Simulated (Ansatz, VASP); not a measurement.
**NaH in VASP and in Ansatz**

Contents of INCAR:

```
PREC = Accurate ; ENCUT = 520
EDIFF = 1E-7 ; ISMEAR = 0
SIGMA = 0.01 ; LREAL = F
LASPH = T ; NELM = 60
ALGO = Normal ; ISIF = 2
LWAVE = F ; LCHARG = F
GGA = PE ; NBANDS = 11
```

The input KPOINTS:

```
regular mesh
0
Gamma
  10 10 10
```

The input POSCAR:

```
NaH
1.0
    0.0000000000      2.3975116394      2.3975116394
    2.3975116394      0.0000000000      2.3975116394
    2.3975116394      2.3975116394      0.0000000000
Na H
1 1
Direct
    0.0000000000      0.0000000000      0.0000000000
    0.5000000000      0.5000000000      0.5000000000
```

Input for Ansatz:

```yaml
crystal:
  lattice:
    - [0.0, 2.3975116394, 2.3975116394]
    - [2.3975116394, 0.0, 2.3975116394]
    - [2.3975116394, 2.3975116394, 0.0]
  atoms:
    - { symbol: Na, position: [0.0, 0.0, 0.0] }
    - { symbol: H, position: [0.5, 0.5, 0.5] }
kpoints:
  mp_grid: { grid: [10, 10, 10] }
  band_path:
    path:
      - [0.0, 0.0, 0.0]
      - [0.5, 0.0, 0.5]
      - [0.625, 0.25, 0.625]
      - [0.375, 0.375, 0.75]
      - [0.5, 0.5, 0.5]
      - [0.5, 0.25, 0.75]
      - [0.25, -0.5, -0.25]
      - [0.0, 0.0, 0.5]
    npoints: 1
hamiltonian:
  xc: pbe
scf:
  occupations: { method: fixed }
  n_extra_bands: 4
output:
  forces: true
  stress: true
  eigenvalues: true
```

Alike in both runs: task single point; functional PBE; k mesh 10 × 10 × 10; no spin polarisation.

|  | VASP | Ansatz |
| --- | --- | --- |
| version | VASP 6.6.1 | Ansatz 0.2.0 |
| potentials or method | VASP PAW PBE potentials, release 64 (Na_pv, H) | plane waves, PAW |
| plane-wave cutoff (eV) | 520 | 420 |
| occupations | gaussian, width 0.01 eV | fixed |
| valence electrons in the cell | 8 | 10 |

```csv
,VASP,Ansatz,Ansatz less VASP
gap on the k mesh at the Fermi level (eV),3.82,3.82,+0.002
pressure (GPa),0.5,0.6,+0.03
```

The two sets of potentials don't hold the same shells in valence.

A k mesh can miss the band edges.
